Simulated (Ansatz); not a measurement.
**From the elastic tensor of AlCu$_{3}$ to moduli and sound speeds**

These are results of DFT PBEsol, scalar-relativistic, plane waves, PAW in Ansatz, not measurements. Cutoff 420 eV, 12×12×8 k-points (Γ-centred), Fermi-Dirac smearing of 0.15 eV. No spin polarisation.

Symmetry: P6_3/mmc, No. 194, hexagonal system. Conventional cell: a = 5.145 Å, b = 5.145 Å, c = 4.176 Å, α = 90.00°, β = 90.00°, γ = 120.00°. Around Al (site symmetry -6m2) lie 12 Cu at 2.57 Å. Cu (site symmetry mm2) has 8 Cu at 2.55 to 2.59 Å and 4 Al at 2.57 Å as nearest neighbours.

In a metal, frequencies and elastic constants depend on the k mesh and the smearing, soft modes and shear constants most.

Relaxed-ion constants (GPa, on the Cartesian axes of the calculation):
```
228.0 132.6  91.6   0.0   0.0   0.0
132.6 228.0  91.6   0.0   0.0   0.0
 91.5  91.5 281.7   0.0   0.0   0.0
  0.0   0.0   0.0  55.3   0.0   0.0
  0.0   0.0   0.0   0.0  55.3   0.0
  0.0   0.0   0.0   0.0   0.0  47.7
```

Density 7.550 g/cm³; 8 atoms in 95.72 Å³.

The values that follow are for a polycrystal of randomly turned grains, by Hill's mean where one number stands.

With S = C⁻¹: B_V = (C11+C22+C33+2(C12+C13+C23))/9, G_V = (C11+C22+C33−C12−C13−C23+3(C44+C55+C66))/15, 1/B_R = S11+S22+S33+2(S12+S13+S23), 15/G_R = 4(S11+S22+S33−S12−S13−S23)+3(S44+S55+S66); Hill is their mean. Then v_l = √((B+4G/3)/ρ), v_t = √(G/ρ), v_m = [(2/v_t³+1/v_l³)/3]^(−1/3) and Θ = (ħ/k_B)·v_m·(6π²n/V)^(1/3) for n atoms in the volume V; E = 9BG/(3B+G), ν = (3B−2G)/(2(3B+G)) and A^U = 5G_V/G_R + B_V/B_R − 6.

- Bulk modulus, Voigt / Reuss / Hill: 152.1 / 152.0 / 152.1 GPa
- Shear modulus, Voigt / Reuss / Hill: 59.8 / 56.3 / 58.0 GPa
- Young's modulus: 154 GPa
- Poisson ratio: 0.331
- Pugh ratio B/G: 2.62 (over 1.75, the rule of thumb for ductile)
- Universal anisotropy index: 0.31
- Longitudinal and transverse sound speeds: 5513 and 2772 m/s
- Debye temperature from the mean sound speed: 405 K

Whether AlCu3 exists in this form wasn't checked.

Cost: 1 run of about 59 core-minutes, on Arm Neoverse V1 (shared hosts).

The elastic tensor meets the Born criteria for a hexagonal crystal, so this cell resists any small homogeneous strain. Its anisotropy lies almost wholly in shear: the Voigt and Reuss bulk moduli practically coincide, whereas the shear bounds separate. C33 (281.7 GPa) exceeds C11 (228.0 GPa), while C12 exceeds C13, the order expected of close-packed layers held mainly by central forces between near neighbours. A volume-conserving change of the axial ratio therefore meets more resistance than shear within or between the basal planes.

C12 and C13 also lie well above C66 and C44, respectively. These positive Cauchy pressures point to a large volume-dependent contribution from the electron gas and little angular stiffness, which explains the high Poisson ratio and the large B/G. Both fit predominantly metallic bonding, although Al–Cu hybridisation probably contributes too. Ductility doesn't follow from this, since in an ordered hexagonal alloy it depends on the available slip systems, antiphase-boundary energies and grain-boundary cohesion, none of which the elastic constants determine.
